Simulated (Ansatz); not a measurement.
## A vibration from a frozen displacement in TiO2

Computed with DFT PBE+U, scalar-relativistic, plane waves, PAW in Ansatz. The runs took a 420 eV cutoff, a Γ-centred 8×8×8 mesh and Gaussian smearing (0.05 eV). U_eff on d shells: Ti 4 eV. No spin polarisation. Energies are free energies at this smearing, counted from the undisturbed cell; pressure is positive in compression.

Reference structure (relaxed at this level):

```
CELL_PARAMETERS angstrom
-1.90894 1.90894 4.88836
1.90894 -1.90894 4.88836
1.90894 1.90894 -4.88836
ATOMIC_POSITIONS crystal
Ti 0.00000 0.00000 0.00000
Ti 0.75000 0.25000 0.50000
O 0.20528 0.20528 0.00000
O 0.95528 0.45528 0.50000
O 0.54472 0.04472 0.50000
O 0.79472 0.79472 0.00000
```

Every O atom is moved by x along the Cartesian unit vector (0.000, 1.000, 0.000); the cell and all other atoms stay fixed. The cell's volume is 71.25 Å³; the moved atoms weigh 63.996 u together and the others 95.734 u. Some rows repeat others by symmetry and weren't run.

| x (Å) | ΔE (meV/cell) | total force on the moved atoms along the move (eV/Å) | pressure (GPa) |
| --- | --- | --- | --- |
| -0.3000 | 920.36 | 8.9674 | 10.6190 |
| -0.2625 | 627.82 | 6.7130 | 7.8927 |
| -0.2250 | 411.41 | 4.8974 | 5.6400 |
| -0.1875 | 255.74 | 3.4638 | 3.8215 |
| -0.1500 | 147.57 | 2.3550 | 2.3964 |
| -0.1125 | 75.76 | 1.5150 | 1.3279 |
| -0.0750 | 31.30 | 0.8858 | 0.5863 |
| -0.0375 | 7.46 | 0.4044 | 0.1502 |
| 0.0000 | 0.00 | 0.0000 | 0.0062 |
| 0.0375 | 7.46 | -0.4044 | 0.1502 |
| 0.0750 | 31.30 | -0.8858 | 0.5863 |
| 0.1125 | 75.76 | -1.5150 | 1.3279 |
| 0.1500 | 147.57 | -2.3550 | 2.3964 |
| 0.1875 | 255.74 | -3.4638 | 3.8215 |
| 0.2250 | 411.41 | -4.8974 | 5.6400 |
| 0.2625 | 627.82 | -6.7130 | 7.8927 |
| 0.3000 | 920.36 | -8.9674 | 10.6190 |

Problem. What frequency belongs to this motion?

Solution. The force constant is k = −dF/dx = 10.784 eV/Å², from the parabola through x = -0.0375, 0 and 0.0375. In every cell the moved atoms swing against the rest, so the mass is μ = m₁m₂/(m₁ + m₂) = 38.356 u, and ν̃ = 521.5 cm⁻¹ × √(|k|/μ) = 277 cm⁻¹. The pattern needn't be a normal mode: ν̃² is then a weighted mean of the squared nonzero frequencies at the zone centre of this cell, taken without macroscopic field, so it lies between the lowest and the highest of them.

Problem. How far does the harmonic law reach?

Solution. At x = -0.300 Å, kx²/2 = 485.28 meV against the computed 920.36 meV (+89.7 %): the well stiffens in this direction at large amplitude.

Problem. The pressure changes with x². What does that say about the frequency under compression?

Solution. With E = k(V)x²/2, k ∝ V^(−2γ) and x scaling with the cell as V^(1/3), P − P0 = −∂E/∂V = (2γ − 2/3) ΔE/V. At x = 0.0750 Å, V(P − P0) = 71.25 × 0.58016 / 160.2 eV = 258.02 meV and ΔE = 31.30 meV, so γ = 1/3 + V(P − P0)/(2ΔE) = 4.45. This is the Grüneisen parameter of the motion under uniform scaling of the cell: shrinking the cell evenly by 1 % in volume raises the frequency by about 4.45 %.